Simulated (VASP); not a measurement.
The system is I.

```
I
1.0
     3.63503   -2.39502    0.00000
     3.63503    2.39502    0.00000
     0.00000    0.00000    9.79344
I
4
Direct
  0.64930 0.35070 0.38440
  0.14930 0.85070 0.11560
  0.35070 0.64930 0.61560
  0.85070 0.14930 0.88440
```

Base run:

```yaml
Program: VASP 6.6.1
Functional: r2SCAN
Potentials_or_basis: VASP PAW PBE potentials, release 64 (I)
Cutoff: 520 eV
k_mesh: 8 × 8 × 4
Occupations: gaussian, width 0.02 eV
Spin: no spin polarisation
```

Its results: band gap on the k mesh 1.51 eV, indirect (least direct gap 1.66 eV).

**Question.** The run is repeated on the same cell with these changes: functional from r2SCAN to TB-mBJ. What comes out?

**Answer.** Band gap on the k mesh 1.63 eV, indirect (least direct gap 1.73 eV).

Caveats: spin-orbit coupling is left out, which moves the levels of the heavy elements.

Not every run made on this cell is shown here.
